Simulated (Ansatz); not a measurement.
# Calculated Hf-177 nuclear quadrupole resonance for Hf3N4

Cell: an entry of the Crystallography Open Database (COD), ions relaxed with PBE at fixed cell.

Space group I-43d (No. 220); a = 6.7010 Å.

```
site  Wyckoff  site symmetry       x       y       z
  Hf      12a           -4..  0.3750  0.0000  0.2500
   N      16c            .3.  0.0678  0.0678  0.0678
```

One atom of each set is listed; the run and its k-mesh use a cell of 14 atoms with edges of 5.80, 5.80, 5.80 Å.

Method: Kohn–Sham DFT in Ansatz, PBE, plane waves and PAW (field gradients read without the response of the frozen cores, which leaves them typically 4 to 6 % off), with spin–orbit coupling, 420 eV cutoff, Γ-centred 6×6×6 k-points, Fermi–Dirac smearing 0.02 eV.

Hf-177: I = 7/2, Q = 3365 mb (year-2017 value). Static lattice, zero field.

Task: The simulated lines lie at 149.2, 298.4, 447.6 MHz. What are |C_Q|, η and |V_zz| at Hf?

Result: For I = 7/2 and η = 0 the lines are |C_Q|/14 times 1, 2 and 3; η shifts the lowest up most. Here |C_Q| = 2089 MHz, η = 0.00 and |V_zz| = 25.7 × 10²¹ V/m². The calculation gives V_zz positive; the lines don't show the sign. The site has 8 N at 2.21–2.44 Å.

An axis of threefold or higher order runs through Hf, so V_zz lies along it and η is zero.
